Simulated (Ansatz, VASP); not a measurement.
# Mg in VASP and in Ansatz

```
Mg
1.0
     3.20930    0.00000    0.00000
    -1.60465    2.77934    0.00000
     0.00000    0.00000    5.21030
Mg
2
Direct
  0.66667 0.33333 0.75000
  0.33333 0.66667 0.25000
```

Alike in both runs: task single point; functional r2SCAN; k mesh 10 × 10 × 5; occupations tetrahedron; no spin polarisation.

```csv
,VASP,Ansatz
version,VASP 6.6.1,Ansatz 0.2.0
potentials or method,"VASP PAW PBE potentials, release 64 (Mg)",Ansatz PAW
plane-wave cutoff (eV),520,500
valence electrons in the cell,4,20
```

Ansatz gave:

```
gap on the k mesh at the Fermi level (eV)       : none
pressure (GPa)                                  : -1.3
largest component of the traceless stress (GPa) : 0.05
```

Task: Estimate VASP's values.

Result: gap on the k mesh at the Fermi level (eV): none; pressure (GPa): -1.6; largest component of the traceless stress (GPa): 0.03.

A gap of «none» marks a metal or a gap that the smearing closes. With one functional, cell and mesh, what is left measures potentials, basis and numerics. The two sets of potentials don't hold the same shells in valence.

Caveats: the PAW data sets were made with another functional, which shifts forces and pressure a little (VASP); tetrahedron occupations give inexact forces and stress in metals (VASP); the PAW data sets come from PBE, with cores solved anew for the run's functional, which leaves a small shift of forces and pressure (Ansatz); with tetrahedron occupations forces and stress needn't match the slope of the energy (Ansatz).
